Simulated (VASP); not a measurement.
Crystal: CdTe.

```
CELL_PARAMETERS angstrom
0.00000 3.24780 3.24780
3.24780 0.00000 3.24780
3.24780 3.24780 0.00000
ATOMIC_POSITIONS crystal
Cd 0.00000 0.00000 0.00000
Te 0.25000 0.25000 0.25000
```

Base run:

- Program: VASP 6.6.1
- Functional: r2SCAN
- Potentials or basis: VASP PAW PBE potentials, release 64 (Cd, Te)
- Cutoff: 520 eV
- k mesh: 8 × 8 × 8
- Occupations: gaussian, width 0.03 eV
- Spin: no spin polarisation

Its results: band gap on the k mesh 1.25 eV, direct; pressure 1.3 GPa.

**Question.** The run is repeated on the same cell with these changes: functional from r2SCAN to PBEsol. What comes out?

**Answer.** Band gap on the k mesh 0.64 eV, direct; pressure 0.0 GPa.

r2SCAN gives the wider gap, since meta-GGAs in the generalised Kohn-Sham scheme recover part of the derivative discontinuity.

Caveats: the PAW data sets were made with another functional, which shifts forces and pressure a little; spin-orbit coupling is left out, which moves the levels of the heavy elements.
